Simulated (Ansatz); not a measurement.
The cell is COD entry 9008862, as deposited and not checked against the literature; nothing was relaxed. It differs from other determinations. The listed cell was then made from it by scaling, straining or moving an atom.

CdS: DFT, PBE, PAW with Ansatz's default frozen-core files, scalar-relativistic (Ansatz 0.2.0). What sets it apart from a plain run of this crystal: equal xy, yz and zx engineering shear strains of +2 %.

Command: `ansatz run input.yaml --threads 1 --pin off --max-ram 4096MiB --backend cpu --events-out ev --progress --plain --runs-dir out` The run took 19 s on 1 thread of Arm Neoverse V2 (shared host), peak memory 0.48 GiB.

```yaml
crystal:
  lattice:
    - [4.1347992034, 0.041347992, 0.041347992]
    - [-2.0315911902, 3.5601671537, 0.0151344155]
    - [0.06749, 0.06749, 6.749]
  atoms:
    - { symbol: Cd, position: [0.3333333333, 0.6666666667, 0.0] }
    - { symbol: Cd, position: [0.6666666667, 0.3333333333, 0.5] }
    - { symbol: S, position: [0.3333333333, 0.6666666667, 0.385] }
    - { symbol: S, position: [0.6666666667, 0.3333333333, 0.885] }
kpoints:
  mp_grid: { grid: [7, 7, 4] }
scf:
  occupations: { method: fermi_dirac, width: 0.01 }
hamiltonian:
  xc: pbe
  pseudopotentials: { kind: paw }
output:
  forces: true
  stress: true
  eigenvalues: true
  efg: { contact_densities: true }
```

Output (standing set-up lines are left out):

```
Crystal: 4 atoms, lattice volume = 99.896 Å³
Basis set: ecut = 420 eV, 1945 PW (Γ), exchange–correlation on 60×60×96 points (8 copies of the dense FFT grid, shifted against one another)
Symmetry: 1 space group operations
Space group: P1 (ITA 1), of the structure as read, at distance tolerance 4.6e-5 Å
k-points: 99 of 196 (time reversal used)
SCF iter   1: F=—  HF=-18315.600770 eV  |F-HF|=—  |Δ(HF+E_count)|=         —  Δρ=6.09e-4  dr2=4.18e-4  ethr=1.77e-3  ⟨swp⟩=6.3  Hψ=13193  notcnv=0
preconditioner: auto → Resta (q_TF=auto, 2.447 Å⁻¹)  ε∞=4.7  [insulator: Δε(μ)=1.187 eV  Ē_g=11.650 eV  σ=0.010 eV  W_gap=1.00  n_scr=22 (ndim 8)  ℏωp=22.3 eV  f_vac=0.128  D(μ)=0.00/eV (n_scr^D=0)  ε∞_Penn≈4.7]
SCF iter   2: F=—  HF=-18315.602342 eV  |F-HF|=—  |Δ(HF+E_count)|=   1.57e-3  Δρ=3.07e-4  dr2=1.08e-4  ethr=8.05e-7  ⟨swp⟩=2.9  Hψ=7108  notcnv=0  defer=166
SCF iter   3: F=—  HF=-18315.602407 eV  |F-HF|=—  |Δ(HF+E_count)|=   6.58e-5  Δρ=1.09e-4  dr2=9.16e-6  ethr=2.08e-7  ⟨swp⟩=2.0  Hψ=4800  notcnv=0  defer=68
automatic band count: iteration 3 solves 31 bands in place of 32: the levels show a gap, and the empty bands left out lie too high to hold charge; the band table lists the bands solved (type scf.n_extra_bands for more)
SCF iter   4: F=—  HF=-18315.602345 eV  |F-HF|=—  |Δ(HF+E_count)|=   6.22e-5  Δρ=4.45e-5  dr2=1.71e-6  ethr=1.76e-8  ⟨swp⟩=2.0  Hψ=4782  notcnv=0  defer=68
SCF iter   5: F=—  HF=-18315.602348 eV  |F-HF|=—  |Δ(HF+E_count)|=   3.22e-6  Δρ=9.52e-6  dr2=1.09e-7  ethr=3.28e-9  ⟨swp⟩=2.0  Hψ=4782  notcnv=0  defer=68
SCF iter   6: F=-18315.602349 eV  HF=-18315.602349 eV  |F-HF|=7.52e-9  |Δ(HF+E_count)|=   1.36e-7  Δρ=3.37e-6  dr2=1.59e-8  ethr=1.92e-10  ⟨swp⟩=6.2  Hψ=12141  notcnv=0
SCF 1 converged in 6 iterations: F = -18315.602349 eV  dr2 = 1.59e-8
  greatest PAW one-centre occupation: 1.000 electrons in one spin orbital (limit 2), on the Cd atom at site 0 (counted from 0), in its partial waves of l = 0
SCF converged after 6 iterations
Free energy (F): -18315.602349 eV
Harris-Foulkes:  -18315.602349 eV  (|F-HF|=7.52e-9)
Internal energy: -18315.602349 eV  (E = F + TS)
E sigma→0 (E₀):  -18315.602349 eV
Fermi energy:    7.435474 eV
--- Per-component energies (eV) ---
  E_band       = -1017.369331
  E_kinetic    = 1223.858977
  E_local      = -8056.369362  (includes V_loc(G=0)·N_el)
  E_nonlocal   = 124.340784
  E_hartree    = 3699.860159
  E_xc         = -547.857979
  E_vxc        = -618.317892  (∫ρ·V_xc dr)
  E_paw        = -9367.598991  (= ΣΔE_a)
  E_vpaw       = -1090.609816  (= ΣTr[D̂ρ^β])
  E_aug_tail   = 0.000031  (compensation charges beyond the density's cutoff)
  E_ewald      = -5391.835967
  E_smearing   = -0.000000  (= −TS)
  E_closure    = 0.000000  (closes the sum)
  Σ components = -18315.602349   (vs F -18315.602349, Δ=0.00e0)
--- Forces (eV/Å), atoms counted from 1 ---
  atom   1  Cd    -0.20354942    -0.07421792     0.26746492
  atom   2  Cd     0.04697404    -0.08149144     0.26138378
  atom   3  S     -0.06929465     0.08157371    -0.25955664
  atom   4  S      0.22586964     0.07413545    -0.26930162
  max |Σ_I F_I| component: 9.56e-6 eV/Å
--- Stress (GPa, compression-positive) ---
        3.337315      -0.850409      -0.464668
       -0.850409       3.317795      -0.463613
       -0.464668      -0.463613       1.054145
  P = ⅓ Tr σ = 2.5698 GPa (25.698 kbar)
--- PAW observables at the nuclei: V_zz in 10²¹ V/m², potentials from the cell's mean, atoms counted from 1 ---
  atom   1  Cd V_zz =    +3.328181   η = 0.8211   by run symmetry: allowed
            electrostatic potential = -7704.072024 V   contact ρ = 1035901.878536 e/Å³
  atom   2  Cd V_zz =    +3.315211   η = 0.4497   by run symmetry: allowed
            electrostatic potential = -7704.072630 V   contact ρ = 1035901.780142 e/Å³
  atom   3  S  V_zz =    -0.893431   η = 0.9703   by run symmetry: allowed
            electrostatic potential = -1633.563744 V   contact ρ = 19766.432838 e/Å³
  atom   4  S  V_zz =    -0.788649   η = 0.6179   by run symmetry: allowed
            electrostatic potential = -1633.563519 V   contact ρ = 19766.430953 e/Å³
--- Band table (eV; the first three rows and the last of 99) ---
  k-point 0: bands = ["-94.4716", "-94.4701", "-55.5475", "-55.5464", "-55.5447", "-55.5446", "-55.5414", "-55.5375", "-5.5204", "-5.1073", "-0.8956", "-0.8847", "-0.8287", "-0.8175", "-0.8064", "-0.4479", "-0.4447", "-0.3564", "-0.3559", "-0.0074", "2.5976", "6.0857", "6.1408", "6.7314", "6.8157", "6.8383", "8.0316", "9.5343", "13.2009", "13.3727", "13.5485"]
  k-point 1: bands = ["-94.4716", "-94.4701", "-55.5474", "-55.5464", "-55.5447", "-55.5446", "-55.5414", "-55.5375", "-5.4585", "-5.1656", "-0.8887", "-0.8789", "-0.8338", "-0.8279", "-0.7697", "-0.4321", "-0.4295", "-0.3677", "-0.3663", "-0.2538", "3.1793", "5.8036", "6.1821", "6.2378", "6.6728", "6.7313", "8.8948", "9.6167", "13.0365", "13.2782", "13.4352"]
  k-point 2: bands = ["-94.4716", "-94.4701", "-55.5474", "-55.5465", "-55.5447", "-55.5446", "-55.5414", "-55.5375", "-5.3123", "-5.3083", "-0.8754", "-0.8674", "-0.8493", "-0.8473", "-0.5968", "-0.5948", "-0.4000", "-0.3999", "-0.3920", "-0.3910", "4.4197", "4.4219", "6.4000", "6.4309", "6.4702", "6.5003", "9.6225", "9.6288", "12.9106", "12.9188", "13.4853"]
  k-point 98: bands = ["-94.4716", "-94.4701", "-55.5475", "-55.5465", "-55.5449", "-55.5448", "-55.5415", "-55.5378", "-5.1285", "-5.0026", "-0.7616", "-0.7330", "-0.6569", "-0.6249", "-0.5112", "-0.4862", "-0.4033", "-0.3791", "-0.2464", "0.0597", "2.9131", "3.5464", "4.6554", "4.9668", "5.6295", "5.9423", "10.5476", "11.5026", "12.2806", "12.6099", "13.6661"]
```
